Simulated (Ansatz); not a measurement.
Calculated electric field gradients for TaN at a changed volume

The cell is an entry of the Crystallography Open Database (COD), relaxed with PBE at fixed cell and then changed (volume scaled by 0.94, ions relaxed).

```
Ta N
1.0
     2.87802    0.00000    0.00000
    -1.43901    2.49244    0.00000
     0.00000    0.00000    2.82415
Ta N
1 1
Direct
  0.33333 0.66667 0.50000
  0.00000 0.00000 0.00000
```

Sites (sets of like atoms) are named by element and the number of their first atom in this list.

The numbers come from a DFT calculation in Ansatz (PBE, plane waves and PAW, scalar-relativistic, collinear spin, 420 eV cutoff, Γ-centred 18×18×16 k-points, Fermi–Dirac smearing 0.05 eV). Start moments as typed (μB): 2 on each Ta, none on the rest.

V_zz is the principal component of the electric field gradient with the largest magnitude, η = (V_xx − V_yy)/V_zz and C_Q = eQV_zz/h.

Ta-181: I = 7/2, Q = 3170 mb; ¹⁴N: I = 1, Q = 20.44 mb. Quadrupole moments are those of Pyykkö's year-2017 table.

Question: Which values are expected at the nuclei?

Answer: 

| site | atoms (order as listed) | first shell | V_zz (10²¹ V/m²) | η | C_Q (MHz) |
| --- | --- | --- | --- | --- | --- |
| Ta | 1 | 6 N at 2.18 Å | 4.30 | 0.00 | 330 |
| N | 2 | 6 Ta at 2.18 Å | 0.013 | 0.00 | 0.006 |

An axis of threefold or higher order runs through Ta and N, so V_zz lies along it and η is zero.

With no gap above 0.1 eV, as in a metal, the gradients converge slowly in k; expect changes of a tenth or more on a denser mesh. Without spin–orbit coupling the gradients at and beside Ta can be off by some per cent, at some sites by more. With these PAW files V_zz is typically within 2 to 3 % of all-electron values, but misses above 10 % occur on Ta. At this changed cell the PBE pressure is 30 GPa. The start moments die out, and the run ends without spin.
